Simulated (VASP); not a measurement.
# InP (F-43m) in VASP: a series of runs, part 2 of 2

VASP 6.6.1. The steps go on from the part before.

## 4. G0W0 quasiparticle levels, PBE

File POSCAR:

```
InP
1.0
    0.0000000000      2.9305000000      2.9305000000
    2.9305000000      0.0000000000      2.9305000000
    2.9305000000      2.9305000000      0.0000000000
In P
1 1
Direct
    0.0000000000      0.0000000000      0.0000000000
    0.7500000000      0.7500000000      0.7500000000
```

File INCAR.step1:

```
PREC = Accurate ; ENCUT = 450
EDIFF = 1E-8 ; ISMEAR = 0
SIGMA = 0.01 ; LREAL = False
LASPH = True ; NELM = 60
ALGO = Fast ; LWAVE = True
LCHARG = False ; GGA = PE
```

File INCAR.step2:

```
PREC = Accurate ; ENCUT = 450
EDIFF = 1E-8 ; ISMEAR = 0
SIGMA = 0.01 ; LREAL = False
LASPH = True ; NELM = 1
ALGO = Exact ; LWAVE = True
LCHARG = False ; GGA = PE
NBANDS = 69 ; LOPTICS = True
ISTART = 1
```

File INCAR.step3:

```
PREC = Accurate ; ENCUT = 450
EDIFF = 1E-8 ; ISMEAR = 0
SIGMA = 0.01 ; LREAL = False
LASPH = True ; ALGO = EVGW0
LWAVE = False ; LCHARG = False
GGA = PE ; NELMGW = 1
NBANDS = 69 ; ENCUTGW = 150
NOMEGA = 48 ; PRECFOCK = Fast
ISTART = 1 ; NBANDSGW = 17
```

File KPOINTS:

```
regular mesh
0
Gamma
  3 3 3
```

Potentials or basis: VASP PAW PBE potentials, release 64 (In_d_GW, P_GW).

Started as:

```bash
> cat potpaw_PBE.64/In_d_GW/POTCAR potpaw_PBE.64/P_GW/POTCAR > POTCAR
> cp INCAR.step1 INCAR
> mpirun -np 1 vasp_std > vasp.out
> cp INCAR.step2 INCAR
> mpirun -np 1 vasp_std > vasp.out
> cp INCAR.step3 INCAR
> mpirun -np 1 vasp_std > vasp.out
```

OUTCAR:

```text
PREC = Accurate
   ENCUT = 450
   EDIFF = 1E-8
   ISMEAR = 0
   LREAL = False
   LASPH = True
   GGA = PE
   NELMGW = 1
   ENCUTGW = 150
   PRECFOCK = Fast
   ISTART = 1

 Found      4 irreducible k-points:

 Following reciprocal coordinates:
            Coordinates               Weight
  0.000000  0.000000  0.000000      1.000000
  0.333333  0.000000  0.000000      8.000000
  0.333333  0.333333  0.000000      6.000000
 -0.333333  0.333333  0.000000     12.000000
   k-points           NKPTS =      4   k-points in BZ     NKDIM =     27   number of bands    NBANDS=     69
   number of dos      NEDOS =    301   number of ions     NIONS =      2
   total plane-waves  NPLWV =  27000
   dimension x,y,z NGX =    30 NGY =   30 NGZ =   30
   dimension x,y,z NGXF=    60 NGYF=   60 NGZF=   60
   ions per type =               1   1
   NGX,Y,Z   is equivalent  to a cutoff of  12.03, 12.03, 12.03 a.u.
   NGXF,Y,Z  is equivalent  to a cutoff of  24.07, 24.07, 24.07 a.u.
 SYSTEM =  unknown system
   PREC   = accura    normal or accurate (medium, high low for compatibility)
   ISTART =      1    job   : 0-new  1-cont  2-samecut
   ICHARG =      0    charge: 1-file 2-atom 10-const
   ISPIN  =      1    spin polarized calculation?
   LNONCOLLINEAR =      F non collinear calculations
   LSORBIT =      F    spin-orbit coupling
   LASPH  =      T    aspherical Exc in radial PAW
   ENCUT  =  450.0 eV  33.07 Ry    5.75 a.u.   7.17  7.17  7.17*2*pi/ulx,y,z
   NELM   =     60;   NELMIN=  2; NELMDL=  0     # of ELM steps
   EDIFF  = 0.1E-07   stopping-criterion for ELM
   LREAL  =      F    real-space projection
   EDIFFG = 0.1E-06   stopping-criterion for IOM
   NSW    =      0    number of steps for IOM
   IBRION =     -1    ionic relax: 0-MD 1-quasi-New 2-CG
   NFREE  =      0    steps in history (QN), initial steepest desc. (CG)
   ISIF   =      0    stress and relaxation
   ISYM   =      3    0-nonsym 1-usesym 2-fastsym
   POTIM  = 0.5000    time-step for ionic-motion
   TEBEG  =    0.0;   TEEND  =   0.0 temperature during run
   PSTRESS=    0.0 pullay stress
   NELECT =      18.0000    total number of electrons
   NUPDOWN=      -1.0000    fix difference up-down
   EMIN   =  10.00;   EMAX   =-10.00  energy-range for DOS
   EFERMI =   0.00;   METHOD = LEGACY
   ISMEAR =     0;   SIGMA  =   0.01  broadening in eV -4-tet -1-fermi 0-gaus
   EFERMI_NEDOS =   21; number of points for ismear=-14 and -15
   IALGO  =     38    algorithm
   IMIX   =      4    mixing-type and parameters
     AMIX     =   0.40;   BMIX     =  1.00
     AMIX_MAG =   1.60;   BMIX_MAG =  1.00
  volume/ion in A,a.u.               =      25.17       169.83
  Fermi-wavevector in a.u.,A,eV,Ry     =   1.162021  2.195901 18.371846  1.350293
  Thomas-Fermi vector in A             =   2.298587
   LORBIT       =      0    0 simple, 1 ext, 2 COOP (PROOUT), +10 PAW based schemes
   GGA     = PE    functional components
   LHFCALC =     T    Hartree Fock is set to
   PRECFOCK=fast      Normal, Fast or Accurate (Low or Medium for compatibility)
   ENCUT4O =  -1.0   cutoff for four orbital integrals eV
   NKREDX  =     1    reduce k-point grid by
   NKREDY  =     1    reduce k-point grid by
   NKREDZ  =     1    reduce k-point grid by
   AEXX    =    1.0000 exact exchange contribution
   HFSCREEN=    0.0000 screening length (either q_TF or 0.3 A-1)
   HFSCREENC=   0.0000 screening length for correlation (either q_TF or 0.3 A-1)
   ENCUTFOCK=  -1.0 apply spherical cutoff to Coloumb kernel
   IVDW    =     0    specifies the selected vdW correction
   LEPSILON=     F    determine dielectric tensor
   LRPA    =     F    only Hartree local field effects (RPA)
   LRPAFORCE           =     F    calculate RPA forces
   ENCUTGW             = 150.0    cutoff for response function in eV
   ENCUTGWSOFT         = 120.0    soft cutoff for Coulomb kernel in GW response function in eV
   ENCUTLF             =  -1.0    cutoff for local field effects
   NELMGW              =     1    number of iterations in solving QP/BSE equation
   NELMHF              =     1    number of iterations in the inner HF iteration
   NKREDLFX            =     1    NKREDLFY  =   1   NKREDLFZ  =   1
 non-spin polarized calculation
 Gauss-broadening in eV      SIGMA  =   0.01
  energy-cutoff  :      450.00
  volume of cell :       50.33
 maximum number of plane-waves:      1113
 NGX is ok and might be reduce to    30
  NGX = 16; NGY = 16; NGZ = 16
   NGX = 15   NGY = 15   NGZ = 15
 maximum number of plane-waves:       220

 QP shifts <psi_nk| G(iteration)W_0 |psi_nk>: iteration 1
 for sc-GW calculations column KS-energies equals QP-energies in previous step
 and V_xc(KS)=  KS-energies - (<T + V_ion + V_H > + <T+V_H+V_ion>^1  + <V_x>^1)

 k-point   1 :       0.0000    0.0000    0.0000
  band No.  KS-energies  QP-energies   sigma(KS)   V_xc(KS)     V^pw_x(r,r')   Z            occupation Imag(sigma)

      1     -10.2935     -11.9774     -18.9888     -16.5971     -25.3299       0.7041       2.0000       0.4124
      2     -10.2935     -11.9774     -18.9888     -16.5971     -25.3299       0.7041       2.0000       0.4124
      3     -10.2935     -11.9774     -18.9888     -16.5971     -25.3299       0.7041       2.0000       0.4124
      4     -10.1478     -11.8531     -19.1106     -16.6818     -25.3438       0.7021       2.0000       0.3358
      5     -10.1478     -11.8531     -19.1106     -16.6818     -25.3438       0.7021       2.0000       0.3358
      6      -7.4964      -7.7844     -11.7200     -11.2913     -18.2327       0.6718       2.0000       1.0856
[... 9 lines left out ...]
     16      13.3901      13.8033      -9.6716     -10.2237      -4.5789       0.7485       0.0000      -0.2591
     17      15.1508      15.0420      -7.6858      -7.5435      -2.2265       0.7639       0.0000      -0.4667

 k-point   2 :       0.3333    0.0000    0.0000
  band No.  KS-energies  QP-energies   sigma(KS)   V_xc(KS)     V^pw_x(r,r')   Z            occupation Imag(sigma)

      1     -10.3781     -11.9792     -18.7177     -16.4128     -25.1399       0.6947       2.0000       0.4357
      2     -10.2620     -11.9482     -19.0246     -16.6274     -25.3501       0.7034       2.0000       0.4028
      3     -10.2620     -11.9482     -19.0246     -16.6274     -25.3501       0.7034       2.0000       0.4028
      4     -10.1408     -11.8453     -19.1164     -16.6930     -25.3595       0.7033       2.0000       0.3353
      5     -10.1408     -11.8453     -19.1164     -16.6930     -25.3595       0.7033       2.0000       0.3353
      6      -6.3725      -6.6794     -12.2657     -11.8029     -18.3662       0.6634       2.0000       0.8880
[... 9 lines left out ...]
     16      13.0533      13.3363      -9.3097      -9.6878      -4.1946       0.7484       0.0000      -0.2703
     17      17.8490      18.0536      -9.2003      -9.4725      -3.1524       0.7517       0.0000      -0.7125

 k-point   3 :       0.3333    0.3333    0.0000
  band No.  KS-energies  QP-energies   sigma(KS)   V_xc(KS)     V^pw_x(r,r')   Z            occupation Imag(sigma)

      1     -10.4312     -12.0184     -18.6550     -16.3708     -25.1036       0.6949       2.0000       0.4512
      2     -10.2170     -11.9116     -19.0908     -16.6871     -25.4095       0.7050       2.0000       0.3926
      3     -10.2170     -11.9116     -19.0908     -16.6871     -25.4095       0.7050       2.0000       0.3926
      4     -10.1841     -11.8790     -19.0338     -16.6159     -25.2746       0.7010       2.0000       0.3421
      5     -10.1218     -11.8262     -19.1319     -16.7120     -25.3767       0.7043       2.0000       0.3305
      6      -5.9900      -6.2947     -12.3479     -11.8859     -18.3061       0.6597       2.0000       0.8316
[... 9 lines left out ...]
     16      17.3369      17.4371      -8.5164      -8.6494      -2.7486       0.7539       0.0000      -0.5802
     17      18.1419      18.5512      -9.9352     -10.4771      -3.7866       0.7552       0.0000      -0.8424

 k-point   4 :      -0.3333    0.3333    0.0000
  band No.  KS-energies  QP-energies   sigma(KS)   V_xc(KS)     V^pw_x(r,r')   Z            occupation Imag(sigma)

      1     -10.4274     -11.9942     -18.6205     -16.3607     -25.0946       0.6933       2.0000       0.4559
      2     -10.2340     -11.9209     -19.0537     -16.6462     -25.3601       0.7007       2.0000       0.3834
      3     -10.2154     -11.9095     -19.0898     -16.6901     -25.4093       0.7060       2.0000       0.3949
      4     -10.1615     -11.8586     -19.0781     -16.6581     -25.3238       0.7013       2.0000       0.3377
      5     -10.1360     -11.8376     -19.1106     -16.6913     -25.3551       0.7034       2.0000       0.3321
      6      -5.2477      -5.5585     -12.8841     -12.4205     -18.6365       0.6705       2.0000       0.7369
[... 9 lines left out ...]
     16      17.1146      17.3080      -8.8743      -9.1331      -3.0451       0.7475       0.0000      -0.5631
     17      17.9823      18.2442      -9.2488      -9.6029      -3.1821       0.7395       0.0000      -0.7155
```

Run time: 40 s. Hardware: 1 thread of Intel Xeon 6975P-C (Granite Rapids), shared host; peak memory 0.32 GiB.

The run converged, but some of its settings lie outside the range that counts as converged, so its numbers aren't taken as properties of the crystal.

What came out:

```yaml
Band_gap_on_the_k_mesh_mean-field_level: 0.67 eV, direct
Quasiparticle_gap: 1.18 eV
Least_direct_quasiparticle_gap: 1.18 eV
```

Caveat: the k mesh is coarse (spacing up to 0.62 Å⁻¹), so the values aren't converged; bands, screening cutoff and mesh are small and nothing is extrapolated, so the quasiparticle values aren't converged; spin-orbit coupling is left out, which moves the levels of the heavy elements.

## 5. G0W0 quasiparticle levels, PBE

POSCAR is that of step 4.

INCAR.step1 is that of step 4.

INCAR.step2 is that of step 4.

Edit INCAR.step3 of step 4 so:

```diff
@@ -7,3 +7,3 @@
 NBANDS = 69 ; ENCUTGW = 150
-NOMEGA = 48 ; PRECFOCK = Fast
+NOMEGA = 100 ; PRECFOCK = Fast
 ISTART = 1 ; NBANDSGW = 17
```

KPOINTS is that of step 4.

Potentials or basis: VASP PAW PBE potentials, release 64 (In_d_GW, P_GW).

Started as:

```bash
> cat potpaw_PBE.64/In_d_GW/POTCAR potpaw_PBE.64/P_GW/POTCAR > POTCAR
> cp INCAR.step1 INCAR
> mpirun -np 1 vasp_std > vasp.out
> cp INCAR.step2 INCAR
> mpirun -np 1 vasp_std > vasp.out
> cp INCAR.step3 INCAR
> mpirun -np 1 vasp_std > vasp.out
```

OUTCAR:

```text
PREC = Accurate
   ENCUT = 450
   EDIFF = 1E-8
   ISMEAR = 0
   LREAL = False
   LASPH = True
   GGA = PE
   NELMGW = 1
   ENCUTGW = 150
   PRECFOCK = Fast
   ISTART = 1

 Found      4 irreducible k-points:

 Following reciprocal coordinates:
            Coordinates               Weight
  0.000000  0.000000  0.000000      1.000000
  0.333333  0.000000  0.000000      8.000000
  0.333333  0.333333  0.000000      6.000000
 -0.333333  0.333333  0.000000     12.000000
   k-points           NKPTS =      4   k-points in BZ     NKDIM =     27   number of bands    NBANDS=     69
   number of dos      NEDOS =    301   number of ions     NIONS =      2
   total plane-waves  NPLWV =  27000
   dimension x,y,z NGX =    30 NGY =   30 NGZ =   30
   dimension x,y,z NGXF=    60 NGYF=   60 NGZF=   60
   ions per type =               1   1
   NGX,Y,Z   is equivalent  to a cutoff of  12.03, 12.03, 12.03 a.u.
   NGXF,Y,Z  is equivalent  to a cutoff of  24.07, 24.07, 24.07 a.u.
 SYSTEM =  unknown system
[... 32 lines left out ...]
  Thomas-Fermi vector in A             =   2.298587
   LORBIT       =      0    0 simple, 1 ext, 2 COOP (PROOUT), +10 PAW based schemes
   GGA     = PE    functional components
   LHFCALC =     T    Hartree Fock is set to
   PRECFOCK=fast      Normal, Fast or Accurate (Low or Medium for compatibility)
   ENCUT4O =  -1.0   cutoff for four orbital integrals eV
   NKREDX  =     1    reduce k-point grid by
   NKREDY  =     1    reduce k-point grid by
   NKREDZ  =     1    reduce k-point grid by
   AEXX    =    1.0000 exact exchange contribution
   HFSCREEN=    0.0000 screening length (either q_TF or 0.3 A-1)
   HFSCREENC=   0.0000 screening length for correlation (either q_TF or 0.3 A-1)
   ENCUTFOCK=  -1.0 apply spherical cutoff to Coloumb kernel
   IVDW    =     0    specifies the selected vdW correction
   LEPSILON=     F    determine dielectric tensor
   LRPA    =     F    only Hartree local field effects (RPA)
   LRPAFORCE           =     F    calculate RPA forces
   ENCUTGW             = 150.0    cutoff for response function in eV
   ENCUTGWSOFT         = 120.0    soft cutoff for Coulomb kernel in GW response function in eV
   ENCUTLF             =  -1.0    cutoff for local field effects
   NELMGW              =     1    number of iterations in solving QP/BSE equation
   NELMHF              =     1    number of iterations in the inner HF iteration
   NKREDLFX            =     1    NKREDLFY  =   1   NKREDLFZ  =   1
 non-spin polarized calculation
 Gauss-broadening in eV      SIGMA  =   0.01
  energy-cutoff  :      450.00
  volume of cell :       50.33
 maximum number of plane-waves:      1113
 NGX is ok and might be reduce to    30
  NGX = 16; NGY = 16; NGZ = 16
   NGX = 15   NGY = 15   NGZ = 15
 maximum number of plane-waves:       220

 QP shifts <psi_nk| G(iteration)W_0 |psi_nk>: iteration 1
 for sc-GW calculations column KS-energies equals QP-energies in previous step
 and V_xc(KS)=  KS-energies - (<T + V_ion + V_H > + <T+V_H+V_ion>^1  + <V_x>^1)

 k-point   1 :       0.0000    0.0000    0.0000
  band No.  KS-energies  QP-energies   sigma(KS)   V_xc(KS)     V^pw_x(r,r')   Z            occupation Imag(sigma)

      1     -10.2935     -12.1669     -19.1282     -16.5971     -25.3299       0.7402       2.0000      -0.1209
      2     -10.2935     -12.1669     -19.1282     -16.5971     -25.3299       0.7402       2.0000      -0.1209
      3     -10.2935     -12.1669     -19.1282     -16.5971     -25.3299       0.7402       2.0000      -0.1209
      4     -10.1478     -12.0955     -19.2923     -16.6818     -25.3438       0.7461       2.0000      -0.1969
      5     -10.1478     -12.0955     -19.2923     -16.6818     -25.3438       0.7461       2.0000      -0.1969
      6      -7.4964      -7.7005     -11.5737     -11.2913     -18.2327       0.7228       2.0000       0.9518
[... 59 lines left out ...]
      3     -10.2154     -12.1564     -19.2593     -16.6901     -25.4093       0.7555       2.0000      -0.1228
      4     -10.1615     -12.1040     -19.2569     -16.6581     -25.3238       0.7475       2.0000      -0.1912
      5     -10.1360     -12.0929     -19.2988     -16.6913     -25.3551       0.7505       2.0000      -0.1935
      6      -5.2477      -5.4871     -12.7854     -12.4205     -18.6365       0.6561       2.0000       0.5664
[... 9 lines left out ...]
     16      17.1146      17.2603      -8.9312      -9.1331      -3.0451       0.7216       0.0000      -0.4843
     17      17.9823      18.1609      -9.3486      -9.6029      -3.1821       0.7023       0.0000      -0.6281
```

OUTCAR.step1:

```text
PREC = Accurate
   ENCUT = 450
   EDIFF = 1E-8
   ISMEAR = 0
   LREAL = False
[... 173 lines left out ...]
      0.00000      0.00000      0.00000         0.000000      0.000000      0.000000
      4.39575      4.39575      4.39575        -0.000000     -0.000000     -0.000000
 -----------------------------------------------------------------------------------
    total drift:                                0.000000      0.000000      0.000000

  FREE ENERGIE OF THE ION-ELECTRON SYSTEM (eV)
  ---------------------------------------------------
  free  energy   TOTEN  =        -7.9905974524 eV

  energy  without entropy=       -7.9905974524  energy(sigma->0) =       -7.99059745
```

It took 41 s on 1 thread of Intel Xeon 6975P-C (Granite Rapids), shared host; peak memory 0.33 GiB.

The run converged, but some of its settings lie outside the range that counts as converged, so its numbers aren't taken as properties of the crystal.

What came out:

```
Band gap on the k mesh, mean-field level : 0.67 eV, direct
Quasiparticle gap                        : 1.18 eV
Least direct quasiparticle gap           : 1.18 eV
```

Caveat: the k mesh is coarse (spacing up to 0.62 Å⁻¹), so the values aren't converged; bands, screening cutoff and mesh are small and nothing is extrapolated, so the quasiparticle values aren't converged; spin-orbit coupling is left out, which moves the levels of the heavy elements.

## 6. For comparison

An earlier run on the cell as given: functional PBEsol; potentials or basis VASP PAW PBE potentials, release 64 (In_d, P); cutoff 520 eV; k mesh 8 × 8 × 8; occupations fermi-dirac, width 0.05 eV; no spin polarisation.

- Pressure: 0.6 GPa
- Band gap on the k mesh: 0.61 eV, direct
